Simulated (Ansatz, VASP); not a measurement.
**GaP: VASP beside Ansatz**

```
Ga P
1.0
     0.00000    2.46747    2.46747
     2.46747    0.00000    2.46747
     2.46747    2.46747    0.00000
Ga P
1 1
Direct
  0.00000 0.00000 0.00000
  0.25000 0.25000 0.25000
```

Change from the starting cell: volume scaled by 0.72, LAPW.

Alike in both runs: task single point; functional PBE; k mesh 12 × 12 × 12; occupations fermi-dirac, width 0.1 eV; no spin polarisation.

|  | VASP | Ansatz |
| --- | --- | --- |
| version | VASP 6.6.1 | Ansatz 0.2.0 |
| potentials or method | VASP PAW PBE potentials, release 64 (Ga_d, P), cutoff 520 eV | all-electron LAPW, scalar-relativistic |

```csv
,VASP,Ansatz,Ansatz less VASP
pressure (GPa),51.2,51.6,+0.37
```

Ansatz ran all-electron here, so the differences hold the error of VASP's frozen core and of both bases.

Caveats: so large a pressure means that the cell lies far from this level's equilibrium, or that cutoff or potentials fall short (VASP). A k mesh can miss the band edges.
